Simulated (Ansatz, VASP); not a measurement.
**Eu: VASP beside Ansatz**

```
CELL_PARAMETERS angstrom
4.56523 0.00000 0.00000
0.00000 4.56523 0.00000
0.00000 0.00000 4.56523
ATOMIC_POSITIONS crystal
Eu 0.00000 0.00000 0.00000
Eu 0.50000 0.50000 0.50000
```

Alike in both runs: task single point; functional PBE; k mesh 3 × 3 × 3; occupations gaussian, width 0.05 eV; collinear spin; Hubbard terms Eu f U = 6.0 eV.

|  | VASP | Ansatz |
| --- | --- | --- |
| version | VASP 6.6.1 | Ansatz 0.2.0 |
| potentials or method | VASP PAW PBE potentials, release 64 (Eu) | scalar-relativistic, plane waves, PAW |
| plane-wave cutoff (eV) | 520 | 420 |
| valence electrons in the cell | 34 | 34 |

Ansatz gave:

```
gap on the k mesh at the Fermi level (eV)                     : none
pressure (GPa)                                                : -0.4
net moment per atom (μB)                                      : 7.26
size of the moment on the site where the two differ most (μB) : 7.11
```

Task: Estimate VASP's values.

Result: gap on the k mesh at the Fermi level (eV): none; pressure (GPa): -0.2; net moment per atom (μB): 7.26; size of the moment on the site where the two differ most (μB): 6.80.

Site moments also hang on the region over which each program counts them. The programs project onto different local orbitals, so the same U acts differently. A gap of «none» marks a metal or a gap that the smearing closes. Ansatz warned: «filled_band_counts_differ_across_k_points».

Caveats: the k mesh is coarse (spacing up to 0.46 Å⁻¹), so the values aren't converged; spin-orbit coupling is left out, which moves the levels of the heavy elements. The state reached can hang on the start; a lower one may exist.
